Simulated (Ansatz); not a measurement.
Input of an Ansatz 0.2.0 run:

The input input.yaml:

```yaml
crystal:
  lattice:
    - [0.0, 1.9609, 1.9609]
    - [1.9609, 0.0, 1.9609]
    - [1.9609, 1.9609, 0.0]
  atoms:
    - { symbol: Pt, position: [0.0, 0.0, 0.0] }
hamiltonian:
  xc: pbesol
  pseudopotentials: { kind: paw }
kpoints:
  mp_grid: { grid: [12, 12, 12] }
scf:
  occupations: { method: fermi_dirac, width: 0.05 }
output:
  forces: true
  stress: true
  eigenvalues: true
  write_density: true
  write_potential: true
  elf: true
  volumetric_format: npy
```

Potentials or basis: Ansatz PAW.

The run is started by

```bash
$ ansatz run input.yaml --threads 2 --pin off --max-ram 5632MiB --backend cpu --events-out ev --progress --plain --runs-dir out
```

Problem. What does it give for the band gap on the k mesh?

Solution. None (metal or under the smearing width).

Problem. Predict the pressure.

Solution. -0.6 GPa.

Caveat: the PAW data sets come from PBE, with cores solved anew for the run's functional, which leaves a small shift of forces and pressure. Spin-orbit coupling is left out, which matters for the levels of Pt.
